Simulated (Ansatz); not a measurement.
# PbS: the cost of one run

All numbers are computed with Ansatz 0.2.0, driven from Python. The levels of theory stand in the script.

## Step 1: The system

The structure is monoclinic, space group C2 (No. 5). Conventional cell: a = 5.966 Å, b = 5.971 Å, c = 22.306 Å, α = 90.00°, β = 95.40°, γ = 90.00°. Around Pb (site symmetry 1) lie 5 S at 2.66 to 3.05 Å. S (site symmetry 1) has 5 Pb at 2.66 to 3.05 Å as nearest neighbours.

The script holds or builds the structure itself.

## Step 2: The script

run_soc.py reads:

```python
# -*- coding: utf-8 -*-
import warnings

import ansatz as az


def main():
    warnings.simplefilter("ignore", az.DeckWarning)

    pbs = (
        az.Lattice.of((2.982824, -2.985307, 0.0), (2.982824, 2.985307, 0.0), (-2.098328, 0.0, 22.206672))
        .atom("Pb", (0.732561, 0.722117, 0.935698))
        .atom("Pb", (0.277883, 0.267439, 0.064302))
        .atom("S", (0.245946, 0.21579, 0.944373))
        .atom("S", (0.78421, 0.754054, 0.055627))
    )

    job = (
        pbs.calculation()
        .functional("pbesol")
        .basis(21 * az.Ha)
        .kpoints(spacing=0.44)
        .occupations("fixed")
        .band_table()
    )
    for label, variant in (("scalar-relativistic", job), ("spin-orbit", job.spin(soc=True))):
        data = variant.run(threads=1, pin="off").report
        zero = data["band_edges_ev"][0] if data.get("band_edges_ev") else data["fermi_energy_ev"]
        near = [round(e - zero, 3) for e in data["eigenvalues_ev"][0] if abs(e - zero) < 2]
        print(label)
        print("  band edges (eV):", [round(e, 3) for e in data.get("band_edges_ev") or []] or "none reported")
        print("  levels at k =", data["kpoints_frac"][0], "within 2 eV of the zero:", near)


if __name__ == "__main__":
    main()
```

## Step 3: The input behind the calls

The package turns the script's settings into the engine's input (first run):

```yaml
crystal:
  lattice:
    - [2.982824, -2.985307, 0.0]
    - [2.982824, 2.985307, 0.0]
    - [-2.098328, 0.0, 22.206672]
  atoms:
    - { symbol: Pb, position: [0.732561, 0.722117, 0.935698] }
    - { symbol: Pb, position: [0.277883, 0.267439, 0.064302] }
    - { symbol: S, position: [0.245946, 0.21579, 0.944373] }
    - { symbol: S, position: [0.78421, 0.754054, 0.055627] }
basis:
  ecutwfc: 571.4391111657479
kpoints:
  mp_grid:
    kspacing: 0.44
hamiltonian:
  xc: pbesol
scf:
  occupations:
    method: fixed
output:
  eigenvalues: true
```

## Step 4: The run

Started as:

```bash
$ python run_soc.py
```

**Question.** How long does this script take on 1 thread of Arm Neoverse V2, shared host, and how much memory does it need?

About 60 s, with a peak of 1.3 GiB.
